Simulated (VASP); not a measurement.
# SrCl2 (Fm-3m) in VASP: a series of runs

One crystal, SrCl2, is run at these levels: PBEsol; tasks: single point.

All numbers are computed with VASP 6.6.1; they aren't measurements. Logs are shortened: lines on timing, memory, paths and dates and some standing lists are left out, and cuts for length are marked.

### Step 1. Starting point

The structure is cubic, space group Fm-3m (No. 225). Conventional cell: a = 6.971 Å, b = 6.971 Å, c = 6.971 Å, α = 90.00°, β = 90.00°, γ = 90.00°. Sr (site symmetry m-3m) is surrounded by 8 Cl at 3.02 Å. Cl (site symmetry -43m) has 4 Sr at 3.02 Å as nearest neighbours.

### Step 2. Single point, PBEsol

INCAR

```
SYSTEM = SrCl2
PREC = Accurate ; ENCUT = 520
EDIFF = 1E-6 ; ISMEAR = 0
SIGMA = 0.05 ; LREAL = .False.
LASPH = .True. ; NELM = 100
ALGO = Normal ; ISIF = 2
LWAVE = .False. ; LCHARG = .False.
GGA = PS ; NBANDS = 19
```

KPOINTS

```
Automatic mesh
0
Gamma
  6 6 6
  0 0 0
```

POSCAR

```
SrCl2
1.0
    0.0000000000      3.4855000000      3.4855000000
    3.4855000000      0.0000000000      3.4855000000
    3.4855000000      3.4855000000      0.0000000000
Sr Cl
1 2
Direct
    0.0000000000      0.0000000000      0.0000000000
    0.2500000000      0.2500000000      0.2500000000
    0.7500000000      0.7500000000      0.7500000000
```

Potentials or basis: VASP PAW PBE potentials, release 64 (Sr_sv, Cl).

Run with:

```console
> cat potpaw_PBE.64/Sr_sv/POTCAR potpaw_PBE.64/Cl/POTCAR > POTCAR
> mpirun -np 1 vasp_std > vasp.out
```

OUTCAR:

```text
SYSTEM = SrCl2
   PREC = Accurate
   ENCUT = 520
   EDIFF = 1E-6
   ISMEAR = 0
   LREAL = .False.
   LASPH = .True.
   NELM = 100
   ISIF = 2
   GGA = PS

 ion  position               nearest neighbor table
   1  0.000  0.000  0.000-   3 3.02   3 3.02   3 3.02   2 3.02   3 3.02   2 3.02   2 3.02   2 3.02

   2  0.250  0.250  0.250-   1 3.02   1 3.02   1 3.02   1 3.02
   3  0.750  0.750  0.750-   1 3.02   1 3.02   1 3.02   1 3.02

  LATTYP: Found a face centered cubic cell.
 ALAT       =     6.9710000000

  Lattice vectors:

 A1 = (   0.0000000000,   3.4855000000,   3.4855000000)
 A2 = (   3.4855000000,   0.0000000000,   3.4855000000)
 A3 = (   3.4855000000,   3.4855000000,   0.0000000000)

Analysis of symmetry for initial positions (statically):
=====================================================================
 Subroutine PRICEL returns:
 Original cell was already a primitive cell.

 Routine SETGRP: Setting up the symmetry group for a
 face centered cubic supercell.

 Subroutine GETGRP returns: Found 48 space group operations
 (whereof 48 operations were pure point group operations)
 out of a pool of 48 trial point group operations.

The static configuration has the point symmetry O_h .

Analysis of symmetry for dynamics (positions and initial velocities):
=====================================================================
 Subroutine PRICEL returns:
 Original cell was already a primitive cell.

 Routine SETGRP: Setting up the symmetry group for a
 face centered cubic supercell.

 Subroutine GETGRP returns: Found 48 space group operations
 (whereof 48 operations were pure point group operations)
 out of a pool of 48 trial point group operations.

The dynamic configuration has the point symmetry O_h .

 Subroutine INISYM returns: Found 48 space group operations
 (whereof 48 operations are pure point group operations),
 and found     1 'primitive' translations

----------------------------------------------------------------------------------------

                                     Primitive cell

  volume of cell :      84.6887

  direct lattice vectors                    reciprocal lattice vectors
     0.000000000  3.485500000  3.485500000    -0.143451442  0.143451442  0.143451442
     3.485500000  0.000000000  3.485500000     0.143451442 -0.143451442  0.143451442
     3.485500000  3.485500000  0.000000000     0.143451442  0.143451442 -0.143451442

  length of vectors
     4.929241372  4.929241372  4.929241372     0.248465185  0.248465185  0.248465185
[... 68 lines left out ...]
   ISPIN  =      1    spin polarized calculation?
   LNONCOLLINEAR =      F non collinear calculations
   LSORBIT =      F    spin-orbit coupling
   LASPH  =      T    aspherical Exc in radial PAW
   ENCUT  =  520.0 eV  38.22 Ry    6.18 a.u.   9.17  9.17  9.17*2*pi/ulx,y,z
   NELM   =    100;   NELMIN=  2; NELMDL= -5     # of ELM steps
   EDIFF  = 0.1E-05   stopping-criterion for ELM
   LREAL  =      F    real-space projection
[... 7 lines left out ...]
   TEBEG  =    0.0;   TEEND  =   0.0 temperature during run
   PSTRESS=    0.0 pullay stress
   NELECT =      24.0000    total number of electrons
   NUPDOWN=      -1.0000    fix difference up-down
   EMIN   =  10.00;   EMAX   =-10.00  energy-range for DOS
   EFERMI =   0.00;   METHOD = LEGACY
   ISMEAR =     0;   SIGMA  =   0.05  broadening in eV -4-tet -1-fermi 0-gaus
   EFERMI_NEDOS =   21; number of points for ismear=-14 and -15
   IALGO  =     38    algorithm
   IMIX   =      4    mixing-type and parameters
     AMIX     =   0.40;   BMIX     =  1.00
     AMIX_MAG =   1.60;   BMIX_MAG =  1.00
  volume/ion in A,a.u.               =      28.23       190.50
  Fermi-wavevector in a.u.,A,eV,Ry     =   1.075318  2.032056 15.732530  1.156308
  Thomas-Fermi vector in A             =   2.211171
   LORBIT       =      0    0 simple, 1 ext, 2 COOP (PROOUT), +10 PAW based schemes
   GGA     = PS    functional components
   LHFCALC =     F    Hartree Fock is set to
   AEXX    =    0.0000 exact exchange contribution
   IVDW    =     0    specifies the selected vdW correction
   LEPSILON=     F    determine dielectric tensor
   LRPA    =     F    only Hartree local field effects (RPA)
 non-spin polarized calculation
 Gauss-broadening in eV      SIGMA  =   0.05
  energy-cutoff  :      520.00
  volume of cell :       84.69
 maximum number of plane-waves:      2301
 NGX is ok and might be reduce to    40
   NGX = 19   NGY = 19   NGZ = 19

 number of electron      24.0000003 magnetization

 Free energy of the ion-electron system (eV)
  ---------------------------------------------------
  ext. energy  EPLUGINS =         0.00000000
  ---------------------------------------------------
  free energy    TOTEN  =       -13.33794137 eV

  energy without entropy =      -13.33794137  energy(sigma->0) =      -13.33794137

 E-fermi :   0.3804     XC(G=0):  -8.5019

 val. band max:        0.0996688770   @ k =   0.5000   0.5000   0.0000
 cond. band min:       5.2417604591   @ k =   0.0000   0.0000   0.0000
 fundamental gap:      5.1420915821
 Fermi energy:         0.3803806586

 k-point     1 :       0.0000    0.0000    0.0000
  band No.  band energies     occupation
      1     -32.6929      2.00000
      2     -14.7103      2.00000
      3     -14.7103      2.00000
      4     -14.7103      2.00000
      5     -13.2048      2.00000
      6     -12.3320      2.00000
[... 329 lines left out ...]
      6     -12.4621      2.00000
[... 11 lines left out ...]
     18       9.5244      0.00000
     19       9.9709      0.00000

------------------------ aborting loop because EDIFF is reached ----------------------------------------

  FORCE on cell =-STRESS in cart. coord.  units (eV):
  Direction    XX          YY          ZZ          XY          YZ          ZX
  --------------------------------------------------------------------------------------
  -------------------------------------------------------------------------------------
  Total       -0.4537617     -0.4537617     -0.4537617     -0.0000000     -0.0000000      0.0000000
  in kB       -8.5844638     -8.5844638     -8.5844638     -0.0000000     -0.0000000      0.0000000
  external PRESSURE =      -8.5844638 kB  Pullay stress =       0.0000000 kB

 VOLUME and BASIS-vectors are now :
 -----------------------------------------------------------------------------
  energy-cutoff  :      520.00
  volume of cell :       84.69
      direct lattice vectors                 reciprocal lattice vectors
     0.000000000  3.485500000  3.485500000    -0.143451442  0.143451442  0.143451442
     3.485500000  0.000000000  3.485500000     0.143451442 -0.143451442  0.143451442
     3.485500000  3.485500000  0.000000000     0.143451442  0.143451442 -0.143451442

 POSITION                                       TOTAL-FORCE (eV/Angst)
 -----------------------------------------------------------------------------------
      0.00000      0.00000      0.00000        -0.000000      0.000000     -0.000000
      1.74275      1.74275      1.74275        -0.000000     -0.000000     -0.000000
      5.22825      5.22825      5.22825         0.000000     -0.000000      0.000000
 -----------------------------------------------------------------------------------
    total drift:                               -0.000000     -0.000000      0.000000

  FREE ENERGIE OF THE ION-ELECTRON SYSTEM (eV)
  ---------------------------------------------------
  free  energy   TOTEN  =       -13.3379413704 eV

  energy  without entropy=      -13.3379413704  energy(sigma->0) =      -13.33794137
```

OSZICAR:

```text
N       E                     dE             d eps       ncg     rms          rms(c)
DAV:   1     0.139843594316E+03    0.13984E+03   -0.11552E+04   608   0.114E+03
DAV:   2    -0.423193398461E+01   -0.14408E+03   -0.13968E+03   801   0.220E+02
DAV:   3    -0.132676044747E+02   -0.90357E+01   -0.90067E+01   799   0.546E+01
DAV:   4    -0.135573936295E+02   -0.28979E+00   -0.28941E+00   973   0.853E+00
DAV:   5    -0.135612890565E+02   -0.38954E-02   -0.38948E-02   807   0.909E-01    0.139E+01
DAV:   6    -0.133288446592E+02    0.23244E+00   -0.45297E-01   683   0.377E+00    0.874E+00
DAV:   7    -0.133324816103E+02   -0.36370E-02   -0.28481E-01   816   0.328E+00    0.164E+00
DAV:   8    -0.133351470930E+02   -0.26655E-02   -0.45485E-02   705   0.114E+00    0.339E-01
DAV:   9    -0.133364543612E+02   -0.13073E-02   -0.15461E-03   740   0.237E-01    0.118E-01
DAV:  10    -0.133377226312E+02   -0.12683E-02   -0.82435E-04   679   0.143E-01    0.306E-02
DAV:  11    -0.133379086656E+02   -0.18603E-03   -0.14334E-04   763   0.549E-02    0.335E-02
DAV:  12    -0.133379412250E+02   -0.32559E-04   -0.47048E-05   655   0.295E-02    0.107E-02
DAV:  13    -0.133379413704E+02   -0.14541E-06   -0.63606E-07   714   0.471E-03
   1 F= -.13337941E+02 E0= -.13337941E+02  d E =-.802151E-17
```

It took 33 s on 1 thread of Intel Xeon Platinum 8488C (Sapphire Rapids), shared host; peak memory 0.24 GiB.

Results:

```
Free energy            : -13.3379 eV
Pressure               : -0.9 GPa
Band gap on the k mesh : 5.14 eV, indirect (least direct gap 5.36 eV)
```

Levels at points of the mesh, in eV from the valence-band top:
```tsv
k point	band 9	band 10	band 11	band 12	band 13	band 14	band 15	band 16
(0.00, 0.00, 0.00)	-2.18	-0.34	-0.34	-0.34	5.14	5.97	5.97	8.88
(0.50, 0.00, 0.00)	-1.54	-1.35	-1.07	-1.07	6.61	6.61	7.42	7.71
(0.50, 0.50, 0.00)	-1.92	-0.42	-0.42	0.00	5.36	6.93	7.52	7.95
```

Caveat: the PAW data sets were made with another functional, which shifts forces and pressure a little.

### Step 3. Single point, PBEsol

Changes to INCAR since step 2:

```diff
@@ -5,3 +5,3 @@
 LASPH = .True. ; NELM = 100
-ALGO = Normal ; ISIF = 2
+ALGO = Fast ; ISIF = 2
 LWAVE = .False. ; LCHARG = .False.
```

KPOINTS

```
regular mesh
0
Gamma
  6 6 6
  0 0 0
```

POSCAR is that of step 2.

Potentials or basis: VASP PAW PBE potentials, release 64 (Sr_sv, Cl).

Run with:

```console
> cat potpaw_PBE.64/Sr_sv/POTCAR potpaw_PBE.64/Cl/POTCAR > POTCAR
> mpirun -np 1 vasp_std > vasp.out
```

It took 40 s on 1 thread of Intel Xeon Platinum 8488C (Sapphire Rapids), shared host; peak memory 0.24 GiB.

It converged, with:

```yaml
Free_energy: -13.3379 eV
Pressure: -0.9 GPa
Band_gap_on_the_k_mesh: 5.14 eV, indirect (least direct gap 5.36 eV)
```

Levels at points of the mesh, in eV from the valence-band top:
```tsv
k point	band 10	band 11	band 12	band 13	band 14	band 15
(0.00, 0.00, 0.00)	-0.34	-0.34	-0.34	5.14	5.97	5.97
(0.50, 0.00, 0.00)	-1.35	-1.07	-1.07	6.61	6.61	7.42
(0.50, 0.50, 0.00)	-0.42	-0.42	0.00	5.36	6.93	7.52
```

Caveat: the PAW data sets were made with another functional, which shifts forces and pressure a little.
